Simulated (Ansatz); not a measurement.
# Rh (Fm-3m) in Ansatz: a series of runs

Runs on Rh. Level: LDA. Tasks: single point, equation of state.

Program: Ansatz 0.2.0. These are calculated values, not measurements. Logs are shortened: lines on timing, memory, paths and dates and some standing lists are left out, and cuts for length are marked.

**What was measured.**

“Thermal equation of state of rhodium characterized by XRD in a resistively heated diamond anvil cell”, 2024, pmc:11535440 quotes, for a bulk crystal of Rh: bulk modulus 264 ± 1 GPa.

How close the calculation comes is told below.

### Step 1. Starting point

Symmetry: Fm-3m, No. 225, cubic system. Conventional cell: a = 3.796 Å, b = 3.796 Å, c = 3.796 Å, α = 90.00°, β = 90.00°, γ = 90.00°. Around Rh (site symmetry m-3m) lie 12 Rh at 2.68 Å.

### Step 2. Single point, LDA, 12.85 Å³/atom (volume scaled by 0.94)

Contents of input.yaml:

```yaml
crystal:
  lattice:
    - [0.0, 1.8591074964, 1.8591074964]
    - [1.8591074964, 0.0, 1.8591074964]
    - [1.8591074964, 1.8591074964, 0.0]
  atoms:
    - { symbol: Rh, position: [0.0, 0.0, 0.0] }
kpoints:
  mp_grid: { grid: [12, 12, 12] }
scf:
  occupations: { method: fermi_dirac, width: 0.05 }
hamiltonian:
  xc: lda
  pseudopotentials: { kind: all_electron, lapw: { basis_error: 0.001 } }
output:
  forces: true
  stress: true
  eigenvalues: true
```

Potentials or basis: all-electron LAPW, scalar-relativistic.

The run is started by

```
$ ansatz run input.yaml --threads 1 --pin off --max-ram 3072MiB --backend cpu --events-out ev --progress --plain --runs-dir out
```

Output:

```text
Warning: RAYON_NUM_THREADS=1 ignored (pool sized by the plan → 1); use --threads N
LAPW: plane waves up to 8.731 Å⁻¹, error target 1.0e-3 eV per atom; small_component_spin mean_spin; Rh in spheres of 1.315 Å, 27 of its electrons in bands, Dirac shells [] (how accurate: hamiltonian.pseudopotentials.lapw.basis_error, Limitations)
Engine: ansatz 0.2.0, aarch64-unknown-linux-gnu
Pseudopotentials: kind: all_electron
Pseudopotential: Rh, LAPW, valence charge 27, lapw/all_electron/scalar/gaussian/Rh, Koelling and Harmon's equation, gaussian nucleus
Functional definition: SPW92
  exchange = slater_x
  correlation = pw_c
Crystal: 1 atoms, lattice volume = 12.851 Å³
Basis set: ecut = 290.4181385912911 eV, 137 PW (Γ), exchange–correlation at level 2
Bands: 18, of which v1, the nominal top of the filled ones, is band 14 counted from 1 (13 counted from 0)
Symmetry: 48 space group operations
Space group: Fm-3m (ITA 225), of the structure as read, at distance tolerance 2.3e-5 Å
k-points: 72 of 1728
Non-local potential: Rh, projectors of the file, none
Initial density: superposition of atomic densities (chi_scale 0.1, normalization cell)
Initial wavefunctions: plane waves of lowest kinetic energy (no species holds an atomic orbital)
Functional: x = slater, c = lda
iter 1 solved again at ethr=3.66e-4 eV; its pass at ethr=1.00e-1 eV (dr2=9.89e-2 eV) is discarded
SCF iter   1: F=—  HF=-130063.727122 eV  |F-HF|=—  |Δ(HF+E_count)|=         —  Δρ=4.04e-2  dr2=9.94e-2  ethr=3.66e-4  ⟨swp⟩=3.0  Hψ=8495  notcnv=0
preconditioner: auto → none  [metal: Δε(μ)=0.070 eV  Ē_g=14.506 eV  σ=0.050 eV  W_gap=0.34  n_scr=8 (ndim 8)  ℏωp=31.1 eV  f_vac=0.000  D(μ)=0.55/eV (n_scr^D=0)  sad-step TF]
iter 2 solved again at ethr=1.17e-5 eV; its pass at ethr=3.66e-4 eV (dr2=3.16e-3 eV) is discarded
SCF iter   2: F=—  HF=-130063.237529 eV  |F-HF|=—  |Δ(HF+E_count)|=   4.90e-1  Δρ=5.70e-3  dr2=3.16e-3  ethr=1.17e-5  ⟨swp⟩=2.0  Hψ=6605  notcnv=0
SCF iter   3: F=—  HF=-130063.198860 eV  |F-HF|=—  |Δ(HF+E_count)|=         —  Δρ=6.15e-3  dr2=2.87e-3  ethr=1.17e-5  ⟨swp⟩=2.0  Hψ=3651  notcnv=0
the basis was enlarged: its passes take 435.6 KiB over the memory plan, 1 of 1 planned eigensolver slots
SCF iter   4: F=—  HF=-130063.196059 eV  |F-HF|=—  |Δ(HF+E_count)|=   2.80e-3  Δρ=8.89e-4  dr2=6.43e-5  ethr=1.06e-5  ⟨swp⟩=2.0  Hψ=3594  notcnv=0
SCF iter   5: F=—  HF=-130063.196036 eV  |F-HF|=—  |Δ(HF+E_count)|=   2.30e-5  Δρ=7.09e-5  dr2=3.99e-7  ethr=2.38e-7  ⟨swp⟩=2.0  Hψ=3596  notcnv=0
SCF iter   6: F=-130063.196036 eV  HF=-130063.196036 eV  |F-HF|=1.72e-9  |Δ(HF+E_count)|=   6.25e-8  Δρ=1.96e-6  dr2=2.18e-10  ethr=1.48e-9  ⟨swp⟩=2.3  Hψ=3620  notcnv=0
SCF 1 converged in 6 iterations: F = -130063.196036 eV  dr2 = 2.18e-10
SCF converged after 6 iterations
Free energy (F): -130063.196036 eV
Harris-Foulkes:  -130063.196036 eV  (|F-HF|=1.72e-9)
Internal energy: -130063.188815 eV  (E = F + TS)
E sigma→0 (E₀):  -130063.192425 eV
Entropy (-TS):   -0.007221 eV (-7.221 meV/atom)
Fermi energy:    26.444893 eV
--- Per-component energies (eV) ---
  E_band       = -2728.801817
  E_kinetic    = 135455.382885
  E_xc         = -3655.683097
  E_electrostatic = -261862.888603  (all electrons and nuclei)
  E_smearing   = -0.007221  (= −TS)
  E_closure    = 0.000000  (closes the sum)
  E_atoms      = -130054.476644  (free atoms, spherical and without spin; not in F)
  Σ components = -130063.196036   (vs F -130063.196036, Δ=0.00e0)
  Basis errors (estimates in eV, not in F): energy 2.0e-4 per atom: plane waves 1.6e-4 (1.2e-4 summed), levels above the bands 8.8e-174, relativity 5.3e-9, radial functions 3.5e-5, core shells 6.3e-7; eigenvalues (radial functions only) 5.9e-6; not estimated: angular momenta, meshes, grids; target (lapw.basis_error) 1.0e-3; muffin-tin radii Rh 1.315 Å
--- Forces (eV/Å), atoms counted from 1 ---
  atom   1  Rh    -0.00000000    -0.00000000     0.00000000
  max |Σ_I F_I| component: 6.41e-31 eV/Å
--- Stress (GPa, compression-positive) ---
        9.630725      -0.000000       0.000000
       -0.000000       9.630725      -0.000000
        0.000000      -0.000000       9.630725
  P = ⅓ Tr σ = 9.6307 GPa (96.307 kbar)
--- Band table (eV; the first three rows and the last of 72) ---
  k-point 0: bands = ["-270.8233", "-270.8233", "-270.8233", "-270.7939", "-270.7939", "-52.5309", "-19.9552", "-19.9552", "-19.9552", "17.8658", "22.9638", "22.9638", "22.9638", "25.3218", "25.3218", "42.0904", "47.7402", "47.7402"]
  k-point 1: bands = ["-270.8233", "-270.8233", "-270.8233", "-270.7939", "-270.7939", "-52.5207", "-20.0201", "-19.9638", "-19.9638", "18.1611", "22.8302", "23.0811", "23.0811", "25.2553", "25.2553", "42.5387", "46.4589", "48.1927"]
  k-point 2: bands = ["-270.8233", "-270.8233", "-270.8233", "-270.7939", "-270.7939", "-52.4930", "-20.1957", "-19.9873", "-19.9873", "18.9365", "22.5983", "23.3193", "23.3193", "25.1949", "25.1949", "43.5651", "44.1784", "49.4643"]
  k-point 71: bands = ["-270.8233", "-270.8233", "-270.8233", "-270.7939", "-270.7939", "-52.3274", "-20.5690", "-20.5690", "-20.3070", "20.8299", "22.1825", "22.1825", "25.0501", "27.5392", "36.4965", "36.4965", "38.1502", "39.7595"]
```

Run time: 6.8 s. Hardware: 1 thread of Arm Neoverse V1, shared host; peak memory 0.26 GiB.

Results:

```
Free energy            : -130063.1960 eV
Pressure               : 9.6 GPa
Band gap on the k mesh : none (metal or under the smearing width)
```

### Step 3. Single point, LDA, 13.12 Å³/atom (volume scaled by 0.96)

Edit input.yaml of step 2 so:

```diff
@@ -2,5 +2,5 @@
   lattice:
-    - [0.0, 1.8591074964, 1.8591074964]
-    - [1.8591074964, 0.0, 1.8591074964]
-    - [1.8591074964, 1.8591074964, 0.0]
+    - [0.0, 1.8722002341, 1.8722002341]
+    - [1.8722002341, 0.0, 1.8722002341]
+    - [1.8722002341, 1.8722002341, 0.0]
   atoms:
```

Potentials or basis: all-electron LAPW, scalar-relativistic.

The run is started by

```
$ ansatz run input.yaml --threads 1 --pin off --max-ram 3072MiB --backend cpu --events-out ev --progress --plain --runs-dir out
```

Wall time 6.7 s (1 thread of Arm Neoverse V1, shared host); peak memory 0.26 GiB.

It converged, with:

- Free energy: -130063.2061 eV
- Pressure: 2.3 GPa
- Band gap on the k mesh: none (metal or under the smearing width)

### Step 4. Single point, LDA, 13.40 Å³/atom (volume scaled by 0.98)

Edit input.yaml of step 3 so:

```diff
@@ -2,5 +2,5 @@
   lattice:
-    - [0.0, 1.8722002341, 1.8722002341]
-    - [1.8722002341, 0.0, 1.8722002341]
-    - [1.8722002341, 1.8722002341, 0.0]
+    - [0.0, 1.8851123679, 1.8851123679]
+    - [1.8851123679, 0.0, 1.8851123679]
+    - [1.8851123679, 1.8851123679, 0.0]
   atoms:
```

The run is started by

```
$ ansatz run input.yaml --threads 1 --pin off --max-ram 3072MiB --backend cpu --events-out ev --progress --plain --runs-dir out
```

Run time: 6.8 s. Hardware: 1 thread of Arm Neoverse V1, shared host; peak memory 0.26 GiB.

It converged, with:

* Free energy: -130063.2044 eV
* Pressure: -4.2 GPa
* Band gap on the k mesh: none (metal or under the smearing width)

### Step 5. Single point, LDA, 13.67 Å³/atom

Edit input.yaml of step 4 so:

```diff
@@ -2,5 +2,5 @@
   lattice:
-    - [0.0, 1.8851123679, 1.8851123679]
-    - [1.8851123679, 0.0, 1.8851123679]
-    - [1.8851123679, 1.8851123679, 0.0]
+    - [0.0, 1.89785, 1.89785]
+    - [1.89785, 0.0, 1.89785]
+    - [1.89785, 1.89785, 0.0]
   atoms:
```

The run is started by

```
$ ansatz run input.yaml --threads 1 --pin off --max-ram 3072MiB --backend cpu --events-out ev --progress --plain --runs-dir out
```

Run time: 6.8 s. Hardware: 1 thread of Arm Neoverse V1, shared host; peak memory 0.26 GiB.

It converged, with:

- Free energy: -130063.1923 eV
- Pressure: -9.9 GPa
- Band gap on the k mesh: none (metal or under the smearing width)

### Step 6. Single point, LDA, 13.94 Å³/atom (volume scaled by 1.02)

Edit input.yaml of step 5 so:

```diff
@@ -2,5 +2,5 @@
   lattice:
-    - [0.0, 1.89785, 1.89785]
-    - [1.89785, 0.0, 1.89785]
-    - [1.89785, 1.89785, 0.0]
+    - [0.0, 1.9104189093, 1.9104189093]
+    - [1.9104189093, 0.0, 1.9104189093]
+    - [1.9104189093, 1.9104189093, 0.0]
   atoms:
```

Potentials or basis: all-electron LAPW, scalar-relativistic.

The run is started by

```
$ ansatz run input.yaml --threads 1 --pin off --max-ram 3072MiB --backend cpu --events-out ev --progress --plain --runs-dir out
```

Run time: 6.9 s. Hardware: 1 thread of Arm Neoverse V1, shared host; peak memory 0.26 GiB.

It converged, with:

* Free energy: -130063.1710 eV
* Pressure: -14.9 GPa
* Band gap on the k mesh: none (metal or under the smearing width)

### Step 7. Single point, LDA, 14.22 Å³/atom (volume scaled by 1.04)

Edit input.yaml of step 6 so:

```diff
@@ -2,5 +2,5 @@
   lattice:
-    - [0.0, 1.9104189093, 1.9104189093]
-    - [1.9104189093, 0.0, 1.9104189093]
-    - [1.9104189093, 1.9104189093, 0.0]
+    - [0.0, 1.9228245745, 1.9228245745]
+    - [1.9228245745, 0.0, 1.9228245745]
+    - [1.9228245745, 1.9228245745, 0.0]
   atoms:
```

The run is started by

```
$ ansatz run input.yaml --threads 1 --pin off --max-ram 3072MiB --backend cpu --events-out ev --progress --plain --runs-dir out
```

Run time: 6.8 s. Hardware: 1 thread of Arm Neoverse V1, shared host; peak memory 0.26 GiB.

The run converged. Its results:

- Free energy: -130063.1417 eV
- Pressure: -19.3 GPa
- Band gap on the k mesh: none (metal or under the smearing width)

### Step 8. Single point, LDA, 14.49 Å³/atom (volume scaled by 1.06)

Edit input.yaml of step 7 so:

```diff
@@ -2,5 +2,5 @@
   lattice:
-    - [0.0, 1.9228245745, 1.9228245745]
-    - [1.9228245745, 0.0, 1.9228245745]
-    - [1.9228245745, 1.9228245745, 0.0]
+    - [0.0, 1.935072195, 1.935072195]
+    - [1.935072195, 0.0, 1.935072195]
+    - [1.935072195, 1.935072195, 0.0]
   atoms:
```

The run is started by

```
$ ansatz run input.yaml --threads 1 --pin off --max-ram 3072MiB --backend cpu --events-out ev --progress --plain --runs-dir out
```

It took 7 s on 1 thread of Arm Neoverse V1, shared host; peak memory 0.26 GiB.

It converged, with:

| Item | Value |
| --- | --- |
| Free energy | -130063.1054 eV |
| Pressure | -23.2 GPa |
| Band gap on the k mesh | none (metal or under the smearing width) |

### Step 9. Equation of state, LDA

Potentials or basis: all-electron LAPW, scalar-relativistic.

This step only gathers the single runs of the series.

Results:

```yaml
Equilibrium_volume: 13.22 Å³/atom
Bulk_modulus: 319 GPa
Pressure_derivative_of_the_bulk_modulus: 5.1
```

Energy against volume, from the lowest point:
```
volume (Å³/atom)  energy (meV/atom)
          12.851              10.05
          13.125               0.00
          13.398               1.72
          13.671              13.82
          13.945              35.06
          14.218              64.35
          14.492             100.70
```

### Step 10. Comparison with measurements

Step 9. A measured bulk modulus of Rh is 264 GPa (quoted in “Thermal equation of state of rhodium characterized by XRD in a resistively heated diamond anvil cell”, 2024, pmc:11535440); the calculated 319 GPa misses it by +20.9 %. The fit is for a static lattice scaled at fixed shape and fixed fractional positions.
